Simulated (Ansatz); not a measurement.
This is a relaxation of cell and atoms with the PAW code Ansatz on HfO2 in the anatase structure; the level of theory is r2SCAN. It starts from the PBE minimum.

```yaml
crystal:
  lattice:
    - [-2.0093573431, 2.0093573431, 5.3238408954]
    - [2.0093573431, -2.0093573431, 5.3238408954]
    - [2.0093573431, 2.0093573431, -5.3238408954]
  atoms:
    - { symbol: Hf, position: [0.75, 0.25, 0.5] }
    - { symbol: Hf, position: [0.0, 0.0, 0.0] }
    - { symbol: O, position: [0.5482916216, 0.0482916216, 0.5] }
    - { symbol: O, position: [0.7982916216, 0.7982916216, 0.0] }
    - { symbol: O, position: [0.2017083784, 0.2017083784, 0.0] }
    - { symbol: O, position: [0.9517083784, 0.4517083784, 0.5] }
kpoints:
  mp_grid: { grid: [8, 8, 8] }
hamiltonian:
  xc: r2scan
scf:
  occupations: { method: fermi_dirac, width: 0.02 }
relax:
  f_tol: 0.005
  cell: {}
```

The trajectory has 4 recorded frames, each with fractional positions and then forces in eV/Å along x, y and z. The last, and any step after a large change of cell, is solved on a basis re-selected at its cell; pressure is positive in compression.

Step 1: energy 0.0 meV/atom from step 1, largest force component 0.074 eV/Å, pressure -4.38 GPa; a = 6.035 Å, b = 6.035 Å, c = 6.035 Å, α = 141.10°, β = 141.10°, γ = 56.18°
```
Hf 0.7500 0.2500 0.5000     0.000   0.000   0.000
Hf 0.0000 0.0000 0.0000     0.000   0.000   0.000
O  0.5483 0.0483 0.5000     0.000   0.000   0.074
O  0.7983 0.7983 0.0000     0.000   0.000   0.074
O  0.2017 0.2017 0.0000     0.000   0.000  -0.074
O  0.9517 0.4517 0.5000     0.000   0.000  -0.074
```

Q: Estimate where the relaxation ends.

A:
Step 2: energy -4.4 meV/atom from step 1, largest force component 0.019 eV/Å, pressure +0.96 GPa; a = 5.969 Å, b = 5.969 Å, c = 5.969 Å, α = 140.98°, β = 140.98°, γ = 56.37°
```
Hf 0.7500 0.2500 0.5000     0.000   0.000   0.000
Hf 0.0000 0.0000 0.0000     0.000   0.000   0.000
O  0.5478 0.0478 0.5000     0.000   0.000  -0.019
O  0.7978 0.7978 0.0000     0.000   0.000  -0.019
O  0.2022 0.2022 0.0000     0.000   0.000   0.019
O  0.9522 0.4522 0.5000     0.000   0.000   0.019
```

Step 3: energy -4.5 meV/atom from step 1, largest force component 0.000 eV/Å, pressure -0.03 GPa; a = 5.981 Å, b = 5.981 Å, c = 5.981 Å, α = 141.00°, β = 141.00°, γ = 56.34°
```
Hf 0.7500 0.2500 0.5000     0.000   0.000   0.000
Hf 0.0000 0.0000 0.0000     0.000   0.000   0.000
O  0.5479 0.0479 0.5000     0.000   0.000   0.000
O  0.7979 0.7979 0.0000     0.000   0.000   0.000
O  0.2021 0.2021 0.0000     0.000   0.000   0.000
O  0.9521 0.4521 0.5000     0.000   0.000   0.000
```

Step 4: energy -4.4 meV/atom from step 1, largest force component 0.000 eV/Å, pressure -0.02 GPa; a = 5.981 Å, b = 5.981 Å, c = 5.981 Å, α = 141.00°, β = 141.00°, γ = 56.34°
```
Hf 0.7500 0.2500 0.5000     0.000   0.000   0.000
Hf 0.0000 0.0000 0.0000     0.000   0.000   0.000
O  0.5479 0.0479 0.5000     0.000   0.000   0.000
O  0.7979 0.7979 0.0000     0.000   0.000   0.000
O  0.2021 0.2021 0.0000     0.000   0.000   0.000
O  0.9521 0.4521 0.5000     0.000   0.000   0.000
```

In 3 steps the volume changed by -2.2 %; between the first SCF and the last, each on a basis chosen for its cell, the energy fell by 4.4 meV an atom. At the end: space group I4_1/amd (No. 141), tetragonal; conventional cell a = 3.993 Å, c = 10.545 Å, 14.01 Å³ an atom. Hf is surrounded by 6 O at 2.06–2.13 Å; O is surrounded by 3 Hf at 2.06–2.13 Å.

Run as `ansatz run input.yaml --threads 2 --pin off --max-ram 20275MiB --backend cpu --events-out ev --progress --plain --runs-dir out`. It took 34 s on 2 threads of AMD EPYC 7R13 Processor (Zen 3), on a shared host, load about 2.9 per core; peak host memory 0.91 GiB.

These are computed values for a spin-unpolarised cell that may be hypothetical; none is a measurement.
